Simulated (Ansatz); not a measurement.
Input and command of a plane-wave DFT calculation in Ansatz:

```yaml
crystal:
  lattice:
    - [0.0, 1.9628395472, 1.9149654119]
    - [1.9628395472, 0.0, 1.9149654119]
    - [1.9628395472, 1.9628395472, 0.0]
  atoms:
    - { symbol: Rh, position: [0.0, 0.0, 0.0] }
basis:
  ecutwfc: 420
kpoints:
  mp_grid: { grid: [26, 26, 26] }
hamiltonian:
  xc: pbe
scf:
  occupations: { method: gaussian, width: 0.15 }
output:
  forces: true
  stress: true
  eigenvalues: true
```

```bash
ansatz run input.yaml --threads 2 --pin off --max-ram 5120MiB --backend cpu --events-out ev --progress --plain --runs-dir out
```

Processor: Intel(R) Xeon(R) Processor @ 2.70GHz, 2 threads, on a host shared with other jobs.

Problem. Estimate time, memory and problem size.

Solution. About 7.5 s on 2 threads of Intel(R) Xeon(R) Processor @ 2.70GHz, with other jobs on the host, peak memory 0.54 GiB. It solves 13 bands at 1330 k points (the mesh reduced by the symmetry that the task leaves, which can be less than the crystal's) with about 283 plane waves, in 6 SCF iterations.
